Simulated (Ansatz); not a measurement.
A run of Ansatz 0.2.0 is set up as follows.

Contents of input.yaml:

```yaml
crystal:
  lattice:
    - [0.0, 3.205, 3.205]
    - [3.205, 0.0, 3.205]
    - [3.205, 3.205, 0.0]
  atoms:
    - { symbol: Te, position: [0.75, 0.75, 0.75] }
    - { symbol: Cd, position: [0.0, 0.0, 0.0] }
kpoints:
  mp_grid: { grid: [7, 7, 7] }
scf:
  occupations: { method: gaussian, width: 0.022 }
hamiltonian:
  xc: pbe
  pseudopotentials: { kind: all_electron, lapw: { basis_error: 0.001 } }
output:
  forces: true
  stress: true
  eigenvalues: true
```

Potentials or basis: all-electron LAPW, scalar-relativistic.

The run is started by

```sh
$ ansatz run input.yaml --threads 1 --pin off --max-ram 3072MiB --backend cpu --events-out ev --progress --plain --runs-dir out
```

Problem. What does it give for the band gap on the k mesh?

Solution. 0.87 eV, direct.

Problem. What does it give for the pressure?

Solution. 4.3 GPa.

Caveat: spin-orbit coupling is left out, which moves the levels of the heavy elements.

**Measured values to compare with.**

A printed reference work, data compilation reports, for a bulk crystal of CdTe at 0 K: band gap 1.607 eV.

Against the measured gap of CdTe, 1.607 eV (0 K; a printed reference work, data compilation), the calculated 0.87 eV is off by -0.73 eV. Spin-orbit coupling on Cd, Te is left out. The value is that of PBE, without temperature or zero-point motion. Semilocal functionals fall short of measured gaps as a rule.
